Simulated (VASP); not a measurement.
GaAs:

```
As Ga
1.0
     0.00000    2.82685    2.82685
     2.82685    0.00000    2.82685
     2.82685    2.82685    0.00000
As Ga
1 1
Direct
  0.75000 0.75000 0.75000
  0.00000 0.00000 0.00000
```

Base run:

- Program: VASP 6.6.1
- Functional: HSE03
- Potentials or basis: VASP PAW PBE potentials, release 64 (As, Ga_d)
- Cutoff: 520 eV
- k mesh: 6 × 6 × 6
- Occupations: gaussian, width 0.02 eV
- Spin: no spin polarisation

Its results: band gap on the k mesh 1.26 eV, direct; pressure 1.3 GPa.

Q: After a change of settings the same cell gave: band gap on the k mesh 1.43 eV, direct; pressure 1.0 GPa. Which change was it?
A. functional from HSE03 to r2SCAN-EpsX
B. functional from HSE03 to PBE0
C. functional from HSE03 to HSE06

A: C.

Caveats: the PAW data sets were made with another functional, which shifts forces and pressure a little.
